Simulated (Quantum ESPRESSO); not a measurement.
An input for Quantum ESPRESSO 7.5 (CdS):

Contents of pw.in:

```
&CONTROL
  calculation = 'scf'
  prefix = 'pwscf'
  outdir = './tmp'
  pseudo_dir = './pseudo'
  tprnfor = .true.
  tstress = .true.
  disk_io = 'nowf'
/
&SYSTEM
  ibrav = 0
  nat = 3
  ntyp = 2
  ecutwfc = 70
  nbnd = 19
  input_dft = 'pbe0'
  occupations = 'smearing'
  smearing = 'gaussian'
  degauss = 0.00734986
  nqx1 = 3
  nqx2 = 3
  nqx3 = 3
  ecutfock = 140
  vdw_corr = 'ts'
/
&ELECTRONS
  conv_thr = 1d-07
  electron_maxstep = 50
  mixing_beta = 0.5
  adaptive_thr = .true.
/
ATOMIC_SPECIES
Cd   112.4140 Cd_ONCV_PBE-1.2.upf
S     32.0600 S_ONCV_PBE-1.2.upf
CELL_PARAMETERS angstrom
   0.0000000000    2.7532440000    2.7532440000
   2.7532440000    0.0000000000    2.7532440000
   2.7532440000    2.7532440000    0.0000000000
ATOMIC_POSITIONS crystal
Cd     0.0000000000    0.0000000000    0.0000000000
S      0.5000000000    0.5000000000    0.5000000000
K_POINTS automatic
6 6 6 0 0 0
```

Potentials or basis: SG15 PBE 1.2.

Run with:

```sh
$ OMP_NUM_THREADS=2 pw.x -in pw.in > pw.out
```

Task: What does the program do with it?

Result: The run stopped without a result. It printed:

pw.out:

```text
This program is part of the open-source Quantum ESPRESSO suite
     for quantum simulation of materials; please cite
         "P. Giannozzi et al., J. Phys.:Condens. Matter 21 395502 (2009);
         "P. Giannozzi et al., J. Phys.:Condens. Matter 29 465901 (2017);
         "P. Giannozzi et al., J. Chem. Phys. 152 154105 (2020);
     in publications or presentations arising from this work. More details at

 %%%%%%%%%%%%%%%%%%%%%%%%%%%%%%%%%%%%%%%%%%%%%%%%%%%%%%%%%%%%%%%%%%%%%%%%%%%%%%
     Error in routine read_cards (3):
     wrong number of columns in ATOMIC_POSITIONS
 %%%%%%%%%%%%%%%%%%%%%%%%%%%%%%%%%%%%%%%%%%%%%%%%%%%%%%%%%%%%%%%%%%%%%%%%%%%%%%

     stopping ...
```
